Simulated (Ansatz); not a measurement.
**The honeycomb BAs bilayer (AB) between two gates**

How do the bands of the honeycomb BAs bilayer (AB) follow a displacement field between two gates?

Calculated with Ansatz 0.2.0; plane-wave DFT, PBE-D3(BJ), Ansatz PAW, in the first sound run; inputs show where later runs differ.

### Step 1. The starting structure

The cell holds 4 atoms: 2 As and 2 B. Cell: a = 3.390 Å, b = 3.390 Å, c = 37.000 Å, α = 90.0°, β = 90.0°, γ = 120.0°. Regions: layer 1: honeycomb BAs, 2 atoms (1 As and 1 B); layer 2: honeycomb BAs, 2 atoms (1 As and 1 B). Vacuum lies along c.

### Step 2. Relaxing the slab

The starting cell is a guess, so the in-plane lattice and the atoms are relaxed first, with the slab cut off from its images along the normal.

input.yaml reads:

```yaml
crystal:
  lattice:
    - [3.39, 0.0, 0.0]
    - [-1.695, 2.9358261188, 0.0]
    - [0.0, 0.0, 36.9999999988]
  atoms:
    - { symbol: As, position: [0.6666666667, 0.3333333333, 0.4594594595] }
    - { symbol: B, position: [0.3333333333, 0.6666666667, 0.4594594595] }
    - { symbol: As, position: [0.0, 0.0, 0.5405405405] }
    - { symbol: B, position: [0.6666666667, 0.3333333333, 0.5405405405] }
  periodic: [true, true, false]
kpoints:
  mp_grid: { grid: [12, 12, 1] }
hamiltonian:
  xc: pbe
  dispersion: d3bj
scf:
  occupations: { method: fermi_dirac, width: 0.05 }
  convergence: { dr2_threshold: 1.0e-09 }
relax:
  f_tol: 0.004
  max_steps: 90
  cell: {}
output:
  write_potential: true
  write_density: true
  volumetric_format: npy
```

On the command line:

```bash
ansatz run input.yaml --threads 4 --pin off --max-ram 8192MiB --backend cpu --events-out ev --progress --plain --runs-dir out
```

Numbers of over 12 decimals in the logs are rounded to 6 here.

What it wrote:

```text
Warning: relax.cell: scf.convergence.dr2_threshold = 1e-9 eV is looser than the 2.36686390645e-10 eV advised for a relaxation that steers and ends on the stress (1e-10 eV for each atom of the cell: 4, times the square of relax.cell.stress_2d_tol = 0.05 N/m over 13.0 Å (the atoms' height at the walk's start and 5 Å past either face), 3.846e-2 GPa, over a crystal's default 0.05). What an SCF threshold leaves in a stress goes as its square root, and in the free energy as the threshold itself, and one threshold admits the most on a small cell: [figures from the program's tests cut] Set scf.convergence.dr2_threshold to 2.36686390645e-10 eV or tighter. [rest of the remark cut]
Engine: ansatz 0.2.0, x86_64-unknown-linux-gnu
Pseudopotentials: kind: paw
Pseudopotential: As, paw, valence charge 15, recommended cutoff 420 eV (normal), As.paw.azcp
Pseudopotential: B, paw, valence charge 3, recommended cutoff 420 eV (normal), B.paw.azcp
Functional definition: PBE
  parameter kappa = 0.804
  parameter beta = 0.066725
  exchange = pbe_x(kappa = kappa, mu = beta*pi^2/3)
  correlation = pbe_c(beta = beta)
Crystal: 4 atoms, lattice volume = 368.241 Å³
Basis set: ecut = 420 eV, 7227 PW (Γ), exchange–correlation on 48×48×500 points (8 copies of the dense FFT grid, shifted against one another)
Bands: 22, of which v1, the nominal top of the filled ones, is band 18 counted from 1 (17 counted from 0)
Symmetry: 6 space group operations
Space group: P3m1 (ITA 156), of the structure as read, at distance tolerance 7.2e-5 Å
k-points: 19 of 144 (time reversal used)
Non-local potential: As, projectors of the file, l = 0: 2, l = 1: 2, l = 2: 3, l = 3: 1
Non-local potential: B, projectors of the file, l = 0: 2, l = 1: 2, l = 2: 1
PAW form: soft (Blöchl's): semilocal exchange-correlation on the pseudo side does not see the compensation charge
PAW one-centre angular grid: As, 590 points (default); XC on 64 Gauss nodes
PAW one-centre angular grid: B, 110 points (default); XC on 64 Gauss nodes
Initial density: superposition of atomic densities (neutral atoms: chi_scale 0, normalization atom), corrected by the library's trained network
Initial wavefunctions: pseudopotential atomic-orbital guess
Functional: x = pbe(κ = 0.804, μ = 0.219515), c = pbe(β = 0.066725)
SCF iter   1: F=—  HF=-10023.225529 eV  |F-HF|=—  |Δ(HF+E_count)|=         —  Δρ=1.75e-3  dr2=2.62e-2  ethr=1.77e-3  ⟨swp⟩=11.2  Hψ=2825  notcnv=0
preconditioner: auto → Resta (q_TF=auto, 1.852 Å⁻¹)  ε∞=1.7  [insulator: Δε(μ)=0.640 eV  Ē_g=9.556 eV  σ=0.050 eV  W_gap=0.99  n_scr=20 (ndim 8)  ℏωp=7.7 eV  f_vac=0.800  D(μ)=0.01/eV (n_scr^D=0)  ε∞_Penn≈1.7  vacuum switching on, ρ_ref=6.6e-3 e/Å³]
SCF iter   2: F=—  HF=-10023.221338 eV  |F-HF|=—  |Δ(HF+E_count)|=   4.19e-3  Δρ=8.17e-4  dr2=1.88e-2  ethr=7.29e-5  ⟨swp⟩=4.3  Hψ=1099  notcnv=0
SCF iter   3: F=—  HF=-10023.219912 eV  |F-HF|=—  |Δ(HF+E_count)|=   1.43e-3  Δρ=4.98e-4  dr2=4.96e-3  ethr=5.23e-5  ⟨swp⟩=2.8  Hψ=678  notcnv=0
SCF iter   4: F=—  HF=-10023.219603 eV  |F-HF|=—  |Δ(HF+E_count)|=   3.09e-4  Δρ=2.74e-4  dr2=4.82e-4  ethr=1.38e-5  ⟨swp⟩=2.5  Hψ=535  notcnv=0
SCF iter   5: F=—  HF=-10023.219704 eV  |F-HF|=—  |Δ(HF+E_count)|=   1.01e-4  Δρ=7.74e-5  dr2=2.54e-5  ethr=1.34e-6  ⟨swp⟩=2.9  Hψ=638  notcnv=0  defer=1
SCF iter   6: F=—  HF=-10023.219730 eV  |F-HF|=—  |Δ(HF+E_count)|=   2.69e-5  Δρ=1.60e-5  dr2=9.85e-7  ethr=7.05e-8  ⟨swp⟩=3.1  Hψ=814  notcnv=0
SCF iter   7: F=—  HF=-10023.219695 eV  |F-HF|=—  |Δ(HF+E_count)|=   3.52e-5  Δρ=4.63e-6  dr2=1.34e-7  ethr=2.74e-9  ⟨swp⟩=3.5  Hψ=889  notcnv=0
SCF iter   8: F=—  HF=-10023.219695 eV  |F-HF|=—  |Δ(HF+E_count)|=   5.45e-8  Δρ=1.63e-6  dr2=8.01e-9  ethr=3.72e-10  ⟨swp⟩=3.1  Hψ=900  notcnv=0
SCF iter   9: F=-10023.219695 eV  HF=-10023.219695 eV  |F-HF|=5.02e-9  |Δ(HF+E_count)|=   3.10e-8  Δρ=2.89e-7  dr2=3.86e-10  ethr=2.78e-12  ⟨swp⟩=12.2  Hψ=3186  notcnv=0
SCF 1 converged in 9 iterations: F = -10023.219695 eV  dr2 = 3.86e-10
  greatest PAW one-centre occupation: 0.999 electrons in one spin orbital (limit 2), on the As atom at site 0 (counted from 0), in its partial waves of l = 2
relax step   1: F+E_penalty+E_count = -10023.21969535 eV  Δ(F+E_penalty+E_count) = +0.000e0 eV  max|allowed force component| = 6.764e-1 eV/Å  Δτ_max = 0.0000 Å  P = -1.659 N/m  Ω = 368.241 Å³  fix = [c, alpha, beta]  reactions: c +0.000 N/m  (9 SCF iters, accepted)
Crystal: 4 atoms, lattice volume = 366.502 Å³
Basis set: ecut = 420 eV, 7203 PW (Γ), exchange–correlation on 48×48×500 points (8 copies of the dense FFT grid, shifted against one another)
Initial density: handed on by an earlier stage of this run
Initial wavefunctions: those handed on with the density
iter 1 solved again at ethr=5.59e-4 eV; its pass at ethr=3.10e-3 eV (dr2=2.01e-1 eV) is discarded
SCF iter   1: F=—  HF=-10023.415786 eV  |F-HF|=—  |Δ(HF+E_count)|=         —  Δρ=7.02e-3  dr2=2.07e-1  ethr=5.59e-4  ⟨swp⟩=2.0  Hψ=3126  notcnv=0
preconditioner: auto → Resta (q_TF=auto, 1.853 Å⁻¹)  ε∞=1.7  [insulator: Δε(μ)=0.560 eV  Ē_g=9.578 eV  σ=0.050 eV  W_gap=0.99  n_scr=20 (ndim 8)  ℏωp=7.8 eV  f_vac=0.787  D(μ)=0.01/eV (n_scr^D=0)  ε∞_Penn≈1.7  vacuum switching on, ρ_ref=6.7e-3 e/Å³]
SCF iter   2: F=—  HF=-10023.378562 eV  |F-HF|=—  |Δ(HF+E_count)|=   3.72e-2  Δρ=2.79e-3  dr2=3.28e-2  ethr=5.59e-4  ⟨swp⟩=3.8  Hψ=755  notcnv=0
SCF iter   3: F=—  HF=-10023.375532 eV  |F-HF|=—  |Δ(HF+E_count)|=   3.03e-3  Δρ=1.49e-3  dr2=7.92e-3  ethr=9.11e-5  ⟨swp⟩=3.2  Hψ=773  notcnv=0
SCF iter   4: F=—  HF=-10023.376920 eV  |F-HF|=—  |Δ(HF+E_count)|=   1.39e-3  Δρ=5.05e-4  dr2=1.00e-2  ethr=2.20e-5  ⟨swp⟩=3.0  Hψ=755  notcnv=0
SCF iter   5: F=—  HF=-10023.375647 eV  |F-HF|=—  |Δ(HF+E_count)|=   1.27e-3  Δρ=1.81e-4  dr2=1.17e-4  ethr=2.20e-5  ⟨swp⟩=2.2  Hψ=684  notcnv=0
SCF iter   6: F=—  HF=-10023.375667 eV  |F-HF|=—  |Δ(HF+E_count)|=   2.05e-5  Δρ=4.80e-5  dr2=1.72e-5  ethr=3.24e-7  ⟨swp⟩=3.2  Hψ=712  notcnv=0
SCF iter   7: F=—  HF=-10023.375666 eV  |F-HF|=—  |Δ(HF+E_count)|=   5.71e-7  Δρ=1.02e-5  dr2=3.88e-7  ethr=4.79e-8  ⟨swp⟩=3.2  Hψ=769  notcnv=0
SCF iter   8: F=—  HF=-10023.375629 eV  |F-HF|=—  |Δ(HF+E_count)|=   3.75e-5  Δρ=3.58e-6  dr2=5.35e-8  ethr=1.08e-9  ⟨swp⟩=3.0  Hψ=853  notcnv=0
SCF iter   9: F=—  HF=-10023.375629 eV  |F-HF|=—  |Δ(HF+E_count)|=   4.50e-8  Δρ=1.12e-6  dr2=4.37e-9  ethr=1.49e-10  ⟨swp⟩=3.5  Hψ=782  notcnv=0
SCF iter  10: F=-10023.375629 eV  HF=-10023.375629 eV  |F-HF|=1.56e-10  |Δ(HF+E_count)|=   6.43e-9  Δρ=2.91e-7  dr2=3.64e-10  ethr=2.78e-12  ⟨swp⟩=11.0  Hψ=2892  notcnv=0
SCF 2 converged in 10 iterations: F = -10023.375629 eV  dr2 = 3.64e-10
[...]
SCF iter   2: F=—  HF=-10023.390098 eV  |F-HF|=—  |Δ(HF+E_count)|=   2.89e-3  Δρ=7.71e-4  dr2=6.26e-3  ethr=4.36e-5  ⟨swp⟩=2.6  Hψ=643  notcnv=0
SCF iter   3: F=—  HF=-10023.389731 eV  |F-HF|=—  |Δ(HF+E_count)|=   3.67e-4  Δρ=4.67e-4  dr2=3.68e-3  ethr=1.74e-5  ⟨swp⟩=2.9  Hψ=713  notcnv=0
SCF iter   4: F=—  HF=-10023.389291 eV  |F-HF|=—  |Δ(HF+E_count)|=   4.40e-4  Δρ=2.00e-4  dr2=1.17e-4  ethr=1.02e-5  ⟨swp⟩=2.3  Hψ=559  notcnv=0
SCF iter   5: F=—  HF=-10023.389302 eV  |F-HF|=—  |Δ(HF+E_count)|=   1.15e-5  Δρ=6.07e-5  dr2=1.08e-5  ethr=3.25e-7  ⟨swp⟩=2.8  Hψ=765  notcnv=0
SCF iter   6: F=—  HF=-10023.389309 eV  |F-HF|=—  |Δ(HF+E_count)|=   6.07e-6  Δρ=2.14e-5  dr2=1.43e-6  ethr=2.99e-8  ⟨swp⟩=3.3  Hψ=793  notcnv=0
SCF iter   7: F=—  HF=-10023.389273 eV  |F-HF|=—  |Δ(HF+E_count)|=   3.56e-5  Δρ=3.66e-6  dr2=5.97e-8  ethr=3.97e-9  ⟨swp⟩=2.7  Hψ=641  notcnv=0
SCF iter   8: F=—  HF=-10023.389273 eV  |F-HF|=—  |Δ(HF+E_count)|=   3.32e-8  Δρ=1.23e-6  dr2=4.57e-9  ethr=1.66e-10  ⟨swp⟩=3.8  Hψ=928  notcnv=0
SCF iter   9: F=-10023.389273 eV  HF=-10023.389273 eV  |F-HF|=1.96e-10  |Δ(HF+E_count)|=   5.85e-9  Δρ=2.18e-7  dr2=1.82e-10  ethr=2.78e-12  ⟨swp⟩=11.2  Hψ=3022  notcnv=0
SCF 3 converged in 9 iterations: F = -10023.389273 eV  dr2 = 1.82e-10
relax step   3: F+E_penalty+E_count = -10023.38927296 eV  Δ(F+E_penalty+E_count) = -1.364e-2 eV  max|allowed force component| = 9.338e-2 eV/Å  Δτ_max = 0.0632 Å  P = +0.794 N/m  Ω = 362.243 Å³  energy of the carried Pulay correction = +5.711e-4 eV  fix = [c, alpha, beta]  reactions: c +0.000 N/m  (9 SCF iters, accepted)
[...]
relax step   4: F+E_penalty+E_count = -10023.39521628 eV  Δ(F+E_penalty+E_count) = -5.943e-3 eV  max|allowed force component| = 4.867e-2 eV/Å  Δτ_max = 0.0361 Å  P = +0.430 N/m  Ω = 363.075 Å³  energy of the carried Pulay correction = +4.914e-4 eV  fix = [c, alpha, beta]  reactions: c +0.000 N/m  (9 SCF iters, accepted)
[...]
relax step   5: F+E_penalty+E_count = -10023.40273279 eV  Δ(F+E_penalty+E_count) = -7.517e-3 eV  max|allowed force component| = 1.523e-2 eV/Å  Δτ_max = 0.1064 Å  P = -0.039 N/m  Ω = 364.233 Å³  energy of the carried Pulay correction = +3.806e-4 eV  fix = [c, alpha, beta]  reactions: c -0.000 N/m  (9 SCF iters, accepted)
[...]
relax step   6: F+E_penalty+E_count = -10023.40313930 eV  Δ(F+E_penalty+E_count) = -4.065e-4 eV  max|allowed force component| = 2.623e-3 eV/Å  Δτ_max = 0.0281 Å  P = -0.010 N/m  Ω = 364.195 Å³  energy of the carried Pulay correction = +3.842e-4 eV  fix = [c, alpha, beta]  reactions: c -0.000 N/m  (8 SCF iters, accepted)
[...]
relax step   7: F+E_penalty+E_count = -10023.40315745 eV  Δ(F+E_penalty+E_count) = -1.815e-5 eV  max|allowed force component| = 6.838e-4 eV/Å  Δτ_max = 0.0068 Å  P = +0.002 N/m  Ω = 364.174 Å³  energy of the carried Pulay correction = +3.863e-4 eV  fix = [c, alpha, beta]  reactions: c +0.000 N/m  (7 SCF iters, accepted)
Initial wavefunctions: pseudopotential atomic-orbital guess (no wavefunctions were taken with the density)
iter 1 solved again at ethr=1.56e-7 eV; its pass at ethr=3.10e-3 eV (dr2=5.62e-5 eV) is discarded
SCF iter   1: F=—  HF=-10023.402845 eV  |F-HF|=—  |Δ(HF+E_count)|=         —  Δρ=7.65e-6  dr2=2.68e-8  ethr=1.56e-7  ⟨swp⟩=6.0  Hψ=4627  notcnv=0
eigensolver tolerance schedule: the retry pair's looser diagonalisation over-reported the residual by 2093.61 of it (diagonalisation noise at 0.12 of the residual, at the tolerance the schedule requests for it); recorded, not acted on — ethr = c·dr2/N_el stays at c = 1.0e-1
preconditioner: auto → Resta (q_TF=auto, 1.855 Å⁻¹)  ε∞=1.7  [insulator: Δε(μ)=0.649 eV  Ē_g=9.604 eV  σ=0.050 eV  W_gap=1.00  n_scr=20 (ndim 8)  ℏωp=7.8 eV  f_vac=0.782  D(μ)=0.00/eV (n_scr^D=0)  ε∞_Penn≈1.7  vacuum switching on, ρ_ref=6.7e-3 e/Å³]
SCF iter   2: F=—  HF=-10023.402806 eV  |F-HF|=—  |Δ(HF+E_count)|=   3.88e-5  Δρ=4.05e-6  dr2=8.82e-9  ethr=7.45e-11  ⟨swp⟩=4.1  Hψ=1226  notcnv=0
SCF iter   3: F=—  HF=-10023.402807 eV  |F-HF|=—  |Δ(HF+E_count)|=   4.58e-8  Δρ=1.04e-6  dr2=2.10e-9  ethr=2.45e-11  ⟨swp⟩=3.7  Hψ=903  notcnv=0
SCF iter   4: F=-10023.402807 eV  HF=-10023.402807 eV  |F-HF|=2.00e-11  |Δ(HF+E_count)|=   1.65e-9  Δρ=2.86e-7  dr2=2.26e-10  ethr=2.78e-12  ⟨swp⟩=14.2  Hψ=3166  notcnv=0
SCF 8 converged in 4 iterations: F = -10023.402807 eV  dr2 = 2.26e-10
relax step   8: F+E_penalty+E_count = -10023.40280651 eV  Δ(F+E_penalty+E_count) = +3.509e-4 eV  max|allowed force component| = 6.930e-4 eV/Å  Δτ_max = 0.0000 Å  P = -0.003 N/m  Ω = 364.174 Å³  fix = [c, alpha, beta]  reactions: c -0.000 N/m  stress off target by 3.11e-3 N/m on what of the cell is left free  SCF on the basis re-selected at this cell (its energy is not comparable with the rows above)  (4 SCF iters)
basis re-selected at this cell: Δ(F+E_penalty+E_count) = +3.509e-4 eV, ΔP = -0.005 N/m vs the last step (what re-selecting the basis moved, of the pressure what is left beyond the Pulay correction that the steps carried, after the strain that the cell walked since its last selection, with what the two solves' SCF thresholds leave and, on support functions, any second-order correction that the steps lacked; it is no m [...]
SCF converged after 4 iterations
Free energy (F): -10023.402807 eV
Harris-Foulkes:  -10023.402807 eV  (|F-HF|=2.00e-11)
Internal energy: -10023.402770 eV  (E = F + TS)
E sigma→0 (E₀):  -10023.402788 eV
Entropy (-TS):   -0.000036 eV (-0.009 meV/atom)
Fermi energy:    -4.610450 eV
--- Per-component energies (eV) ---
  E_band       = -985.076565
  E_kinetic    = 299.665209
  E_local      = -88766.737335  (includes V_loc(G=0)·N_el)
  E_nonlocal   = -1315.084655
  E_hartree    = 44286.934898
  E_xc         = -219.940864
  E_vxc        = -231.219448  (∫ρ·V_xc dr)
  E_paw        = -3830.300609  (= ΣΔE_a)
  E_vpaw       = 454.429832  (= ΣTr[D̂ρ^β])
  E_aug_tail   = 0.000008  (compensation charges beyond the density's cutoff)
  E_ewald      = 39522.811861
  E_disp       = -0.751283  (pairwise vdW)
  E_smearing   = -0.000036  (= −TS)
  E_closure    = -0.000000  (closes the sum)
  Σ components = -10023.402807   (vs F -10023.402807, Δ=0.00e0)
--- Forces (eV/Å), atoms counted from 1 ---
  atom   1  As    -0.00000000     0.00000000    -0.00013209
  atom   2  B     -0.00000000    -0.00000000    -0.00013108
  atom   3  As    -0.00000000     0.00000000     0.00069077
  atom   4  B      0.00000000    -0.00000000    -0.00043642
  max |Σ_I F_I| component: 8.82e-6 eV/Å
--- 2D stress c σ (N/m, compression-positive) ---
       -0.003105      -0.000000       0.000000
       -0.000000      -0.003105       0.000000
        0.000000       0.000000      -0.000000
  P = ½ c Tr σ = -0.0031 N/m
--- Band table (eV; the first three rows and the last of 19) ---
  k-point 0: bands = [... 14 lower, -6.5218, -6.5218, -6.3860, -6.3860, -1.2485, -1.1502, -0.9267, -0.5695]
  k-point 1: bands = [... 14 lower, -7.1639, -7.0148, -6.7386, -6.5945, -1.1176, -1.0190, -0.8089, -0.4574]
  k-point 2: bands = [... 14 lower, -8.3859, -7.7372, -7.2374, -7.0806, -1.3673, -1.1157, -0.7204, -0.1235]
  k-point 18: bands = [... 14 lower, -11.0356, -10.9000, -5.3746, -4.9395, -4.2904, -3.7647, 1.1967, 1.5938]
  the weakly bound empty levels are not read free of the cell's end (no_gap_told)
--- Relaxed structure (7 steps of the walk, 7 accepted, 1 SCFs on fresh bases) ---
  F+E_penalty+E_count = -10023.40280651 eV   max|allowed force component| = 6.930e-4 eV/Å   (the final SCF, on the basis selected at the relaxed cell)
  cell:  # Å, volume = 364.1738 Å³
    - [3.371228, 0.0, 0]
    - [-1.685614, 2.919569, 0]
    - [0, 0, 36.9999999988]
  atoms:
    - { symbol: As, position: [0.666667, 0.333333, 0.451802] }
    - { symbol: B, position: [0.333333, 0.666667, 0.450448] }
    - { symbol: As, position: [1.7347234758152478e-17, -9.25185853848912e-17, 0.549527] }
    - { symbol: B, position: [0.666667, 0.333333, 0.548223] }
```

The job ended after 18 s (4 threads of AMD EPYC 9R14 (Zen 4), shared host; peak memory 0.73 GiB; 67 s of CPU time).

Step by step:

| step | energy less that of the first step (eV) | largest force component (eV/Å) | volume (Å³) |
| --- | --- | --- | --- |
| 1 | 0.0000 | 0.6764 | 368.24 |
| 2 | -0.1559 | 0.1784 | 366.50 |
| 3 | -0.1696 | 0.0934 | 362.24 |
| 4 | -0.1755 | 0.0487 | 363.07 |
| 5 | -0.1830 | 0.0152 | 364.23 |
| 6 | -0.1834 | 0.0026 | 364.20 |
| 7 | -0.1835 | 0.0007 | 364.17 |
| 8* | -0.1831 | 0.0007 | 364.17 |

Relaxation steps marked * repeat the geometry before them on a plane-wave basis chosen anew for their cell, so energy and pressure can jump there.

The run keeps the 6 symmetry operations that it works with, so distortions that break them were not tested.

| cell as run | before | after | change |
| --- | --- | --- | --- |
| a (Å) | 3.390 | 3.371 | -0.6 % |
| b (Å) | 3.390 | 3.371 | -0.6 % |

The atoms that moved most (Å, along periodic axes as changes of fractional coordinates times the final cell, across vacuum about the mean position):

| atom | dx | dy | dz | length |
| --- | --- | --- | --- | --- |
| B2 | 0.000 | 0.000 | -0.333 | 0.333 |
| As3 | 0.000 | 0.000 | 0.332 | 0.332 |
| B4 | 0.000 | 0.000 | 0.284 | 0.284 |
| As1 | 0.000 | 0.000 | -0.283 | 0.283 |

Final coordinates:

```cif
data_structure
_symmetry_space_group_name_H-M 'P 1'
_symmetry_Int_Tables_number 1
_cell_length_a 3.3712
_cell_length_b 3.3712
_cell_length_c 37.0000
_cell_angle_alpha 90.000
_cell_angle_beta 90.000
_cell_angle_gamma 120.000
_cell_volume 364.17
loop_
_atom_site_label
_atom_site_type_symbol
_atom_site_fract_x
_atom_site_fract_y
_atom_site_fract_z
_atom_site_occupancy
As1 As 0.66667 0.33333 0.45180 1
B2 B 0.33333 0.66667 0.45045 1
As3 As 0.00000 0.00000 0.54953 1
B4 B 0.66667 0.33333 0.54822 1
```

The lattice constant a goes from 3.390 to 3.371 Å.

(Continued in part 2 of 3.)

[Logs are printed without paths, hosts, clocks, repeated set-up lines and the standing remarks that a program may print on its own settings, such as how far it seeks lower states.]

[Hosts, paths, dates, database ids (printed as entryN), source tags and the programs' standing remarks are cut or masked in the printed files.]

[Maps of the electrostatic potential energy from Ansatz leave out the sawtooth potential of an applied field or a dipole correction, so their vacuum need not be flat; planar profiles and work functions include it.]
